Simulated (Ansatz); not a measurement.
# Zr: relaxation of cell and atoms with PBE

Zr:

```
Zr
1.0
     3.23200    0.00000    0.00000
    -1.61600    2.79899    0.00000
     0.00000    0.00000    5.14700
Zr
2
Direct
  0.66667 0.33333 0.75000
  0.33333 0.66667 0.25000
```

- Program: Ansatz 0.2.0
- Task: relaxation of cell and atoms
- Functional: PBE
- Potentials or basis: all-electron LAPW, scalar-relativistic
- Basis error allowed: 0.001 eV/atom
- k mesh: 9 × 9 × 5
- Occupations: fermi-dirac, width 0.05 eV
- Spin: no spin polarisation

```json
{
 "Relaxed volume": "23.39 Å³/atom",
 "Relaxed cell": "a = 3.228 Å, b = 3.228 Å, c = 5.183 Å, α = 90.00°, β = 90.00°, γ = 120.00°",
 "Space group after relaxing (to 0.05 Å)": "P6_3/mmc (No. 194)",
 "Energy gained by relaxing": "0.5 meV/atom",
 "Ionic steps": "5",
 "Pressure after relaxing": "0.0 GPa"
}
```

The path:
```csv
step,energy change (eV),largest force (eV/Å),volume (Å³)
1,0.0000,0.0000,46.56
2,-0.0005,0.0000,47.08
3,-0.0010,0.0000,46.81
4,-0.0011,0.0000,46.79
5,-0.0010,0.0000,46.79
```

Final structure:
```
CELL_PARAMETERS angstrom
3.22847 0.00000 0.00000
-1.61424 2.79594 0.00000
0.00000 0.00000 5.18326
ATOMIC_POSITIONS crystal
Zr 0.66667 0.33333 0.75000
Zr 0.33333 0.66667 0.25000
```

Run time: 24 s on 1 thread of Arm Neoverse V1, with other jobs on the host, peak memory 0.3 GiB.

PBE usually gives volumes a little too large and moduli too small. Zero-point motion and thermal expansion aren't in these numbers.
